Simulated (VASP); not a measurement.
## Mo: equation of state with PBE

The system is Mo.

```
Mo
1.0
     0.00000    2.01500    2.01500
     2.01500    0.00000    2.01500
     2.01500    2.01500    0.00000
Mo
1
Cartesian
  0.0000 0.0000 0.0000
```

This isn't the form of Mo at room conditions, which is bcc.

```
Program             : VASP 6.6.1
Task                : equation of state
Functional          : PBE
Potentials or basis : VASP PAW PBE potentials, release 64 (Mo_sv)
Cutoff              : 520 eV
k mesh              : 11 × 11 × 11
Occupations         : fermi-dirac, width 0.05 eV
Spin                : no spin polarisation
```

- Equilibrium volume: 16.08 Å³/atom
- Bulk modulus: 234 GPa
- Pressure derivative of the bulk modulus: 3.8

Energy against volume, from the lowest point:
```
volume (Å³/atom)  energy (meV/atom)
          15.381              23.85
          15.708               6.48
          16.035               0.00
          16.363               3.35
          16.690              15.64
          17.017              36.05
          17.344              63.81
```

It used 49 s of CPU time on 1 thread of Intel(R) Xeon(R) Platinum 8559C (Emerald Rapids), on a shared host, which was overloaded at the time.
